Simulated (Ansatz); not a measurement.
**Band structure of BeS**

```xyz
2
Lattice="0.0000 2.3145 2.3145 2.3145 0.0000 2.3145 2.3145 2.3145 0.0000" Properties=species:S:1:pos:R:3 pbc="T T T"
Be    0.0000    0.0000    0.0000
S     2.3145    2.3145    2.3145
```

Atoms are numbered in the order listed.

The structure comes from a relaxation in the same program, started in the rocksalt type, and has space group Fm-3m. Whether it is a known phase or the ground state wasn't checked.

Method: Ansatz 0.2.0, DFT, PBE, all-electron LAPW, scalar-relativistic.

Numerical set-up: a Γ-centred 13×13×13 k mesh, Fermi–Dirac smearing of 0.08 eV, basis error target 1 meV/atom, no spin polarisation.

Points in fractions of the reciprocal vectors of this cell: Γ (0, 0, 0), X (0.5, 0, 0.5), U (0.625, 0.25, 0.625), K (0.375, 0.375, 0.75), L (0.5, 0.5, 0.5), W (0.5, 0.25, 0.75). The path joins them by straight lines in the order Γ–X–U–K–Γ–L–W–X; legs that retrace an earlier one aren't tabulated. Energies are in eV from the top of the valence band.

Task: Is there a gap, and where are the band edges?

Result: 0.97 eV, indirect from the line K (0.375, 0.375, 0.75)–Γ to X (0.5, 0, 0.5).

Task: List the levels between -20 and 4 eV at the symmetry points.

Result: 
Γ: -15.13, -0.31 (×3)
X: -11.81, -6.81, -3.19 (×2), 0.97
U: -11.90, -6.10, -5.18, -2.50, 2.24
K: -11.90, -6.10, -5.18, -2.50, 2.24
L: -12.86, -7.24, -0.52 (×2), 3.91 (×2)
W: -11.78, -5.45 (×2), -3.96
